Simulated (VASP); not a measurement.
A run of VASP 6.6.1 is set up as follows.

Contents of INCAR:

```
ALGO = Fast
EDIFF = 1E-7
ENCUT = 520
ISIF = 2
ISMEAR = 0
LASPH = T
LCHARG = F
LREAL = F
LWAVE = F
NBANDS = 11
NELM = 80
PREC = Accurate
SIGMA = 0.03
```

File KPOINTS:

```
k-points
0
Gamma
  8 8 8
```

Contents of POSCAR:

```
AlAs                                    
1.0
    0.0000000000      2.8408844733      2.8408844733
    2.8408844733      0.0000000000      2.8408844733
    2.8408844733      2.8408844733      0.0000000000
  Al              As            
     1     1
Direct
     0.0000000000000000    0.0000000000000000    0.0000000000000000
     0.2500000000000000    0.2500000000000000    0.2500000000000000
```

File KPOINTS_OPT:

```
explicit points
252
Reciprocal
 0.0000000000  0.0000000000  0.0000000000 1
 0.0357142857  0.0000000000  0.0357142857 1
 0.0714285714  0.0000000000  0.0714285714 1
 0.1071428571  0.0000000000  0.1071428571 1
 0.1428571429  0.0000000000  0.1428571429 1
 0.1785714286  0.0000000000  0.1785714286 1
[... 244 lines left out ...]
 0.5111486200  0.0222972300  0.5111486200 1
 0.4888513800 -0.0222972300  0.4888513800 1
```

Potentials or basis: VASP PAW LDA potentials, release 64 (Al, As).

Launch:

```console
$ cat potpaw_LDA.64/Al/POTCAR potpaw_LDA.64/As/POTCAR > POTCAR
$ mpirun -np 1 vasp_std > vasp.out
```

Question: Predict the band gap on the k mesh.

Answer: 1.36 eV, indirect (least direct gap 1.80 eV).

Question: What does it give for the band gap along the path?

Answer: 1.36 eV, indirect (least direct gap 1.80 eV).

Levels at the corners of the path, in eV from the valence-band top:
```tsv
point	band 1	band 2	band 3	band 4	band 5	band 6	band 7	band 8
Γ	-11.83	0.00	0.00	0.00	1.80	4.23	4.23	4.23
X	-9.91	-5.41	-2.15	-2.15	1.36	2.20	10.12	10.12
X	-9.91	-5.41	-2.15	-2.15	1.36	2.20	10.12	10.12
W	-9.88	-5.07	-3.16	-2.81	4.24	5.51	5.58	5.95
W	-9.88	-5.07	-3.16	-2.81	4.24	5.51	5.58	5.95
K	-9.94	-5.16	-3.39	-1.78	2.15	4.87	8.05	8.13
K	-9.94	-5.16	-3.39	-1.78	2.15	4.87	8.05	8.13
Γ	-11.83	0.00	0.00	0.00	1.80	4.23	4.23	4.23
Γ	-11.83	0.00	0.00	0.00	1.80	4.23	4.23	4.23
L	-10.44	-5.55	-0.82	-0.82	1.98	4.63	4.63	7.56
L	-10.44	-5.55	-0.82	-0.82	1.98	4.63	4.63	7.56
U	-9.94	-5.16	-3.39	-1.78	2.15	4.87	8.05	8.13
U	-9.94	-5.16	-3.39	-1.78	2.15	4.87	8.05	8.13
W	-9.88	-5.07	-3.16	-2.81	4.24	5.51	5.58	5.95
W	-9.88	-5.07	-3.16	-2.81	4.24	5.51	5.58	5.95
L	-10.44	-5.55	-0.82	-0.82	1.98	4.63	4.63	7.56
L	-10.44	-5.55	-0.82	-0.82	1.98	4.63	4.63	7.56
K	-9.94	-5.16	-3.39	-1.78	2.15	4.87	8.05	8.13
U	-9.94	-5.16	-3.39	-1.78	2.15	4.87	8.05	8.13
X	-9.91	-5.41	-2.15	-2.15	1.36	2.20	10.12	10.12
```

LDA gaps usually lie below the measured ones, often by a third to a half.
